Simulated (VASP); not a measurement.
**Sc: single point with PBE**

Crystal: Sc.

```
Sc
1.0
    -1.91721    1.91721    1.71760
     1.91721   -1.91721    1.71760
     1.91721    1.91721   -1.71760
Sc
1
Direct
  0.00000 0.00000 0.00000
```

This isn't the form of Sc at room conditions, which is hcp.

```json
{
  "Program": "VASP 6.6.1",
  "Task": "single point",
  "Functional": "PBE",
  "Potentials or basis": "VASP PAW PBE potentials, release 64 (Sc_sv_GW)",
  "Cutoff": "550 eV",
  "k mesh": "10 × 10 × 10",
  "Occupations": "gaussian, width 0.02 eV",
  "Spin": "no spin polarisation",
  "Further INCAR settings": "ALGO = Normal; EDIFF = 1.00e-06; NBANDS = 12"
}
```

```json
{
  "Pressure": "-1.5 GPa",
  "Band gap on the k mesh": "none (metal or under the smearing width)"
}
```

Stress tensor (GPa, compression positive):
```
-1.70  0.00  0.00
 0.00 -1.70  0.00
 0.00  0.00 -1.05
```

Levels at points of the mesh, in eV from the Fermi level:
```tsv
k point	band 1	band 2	band 3	band 4	band 5	band 6	band 7	band 8	band 9	band 10
(0.00, 0.00, 0.00)	-49.65	-28.07	-28.07	-28.04	-5.18	1.02	1.70	1.70	2.34	3.11
(0.50, 0.00, 0.00)	-49.59	-28.42	-28.19	-28.08	-1.69	0.06	0.63	2.74	3.45	4.02
(0.50, 0.50, 0.00)	-49.59	-28.43	-28.13	-28.05	-1.83	0.06	0.86	2.24	2.87	3.97
(0.50, 0.50, 0.50)	-49.55	-28.34	-28.34	-28.24	-1.27	-1.06	3.72	3.72	3.86	5.22
```

Run time: 29 s on 1 thread of Intel(R) Xeon(R) 6975P-C (Granite Rapids), on a shared host, peak memory 0.18 GiB.
